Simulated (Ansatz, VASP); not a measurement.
## Pt: VASP beside Ansatz

File INCAR:

```
PREC = Accurate ; ENCUT = 520
EDIFF = 1E-6 ; ISMEAR = -1
SIGMA = 0.1 ; LREAL = False
LASPH = True ; NELM = 80
ALGO = Normal ; ISIF = 2
LWAVE = False ; LCHARG = True
GGA = PE ; LELF = True
LVHAR = True ; NBANDS = 11
```

Contents of KPOINTS:

```
Automatic mesh
0
Gamma
  12 12 12
```

Contents of POSCAR:

```
Pt
1.0
    0.0000000000      1.9867042750      1.9867042750
    1.9867042750      0.0000000000      1.9867042750
    1.9867042750      1.9867042750      0.0000000000
Pt
1
Direct
    0.0000000000      0.0000000000      0.0000000000
```

Input for Ansatz:

```yaml
crystal:
  lattice:
    - [0.0, 1.9867042749509856, 1.9867042749509856]
    - [1.9867042749509856, 0.0, 1.9867042749509856]
    - [1.9867042749509856, 1.9867042749509856, 0.0]
  atoms:
    - { symbol: Pt, position: [0.0, 0.0, 0.0] }
basis:
  ecutwfc: 470.0
kpoints:
  mp_grid:
    grid: [12, 12, 12]
hamiltonian:
  xc: pbe
  pseudopotentials:
    kind: paw
scf:
  occupations:
    method: fermi_dirac
output:
  stress: true
```

Alike in both runs: task single point; functional PBE; k mesh 12 × 12 × 12; no spin polarisation.

```csv
,VASP,Ansatz
version,VASP 6.6.1,Ansatz 0.2.0
potentials or method,"VASP PAW PBE potentials, release 64 (Pt)","plane waves, PAW"
plane-wave cutoff (eV),520,470
occupations,"fermi-dirac, width 0.1 eV",fermi-dirac
valence electrons in the cell,10,18
```

|  | VASP | Ansatz | Ansatz less VASP |
| --- | --- | --- | --- |
| pressure (GPa) | -0.7 | -0.2 | +0.46 |

The two sets of potentials don't hold the same shells in valence.

The runs have no spin-orbit coupling, so splittings on Pt are missing.
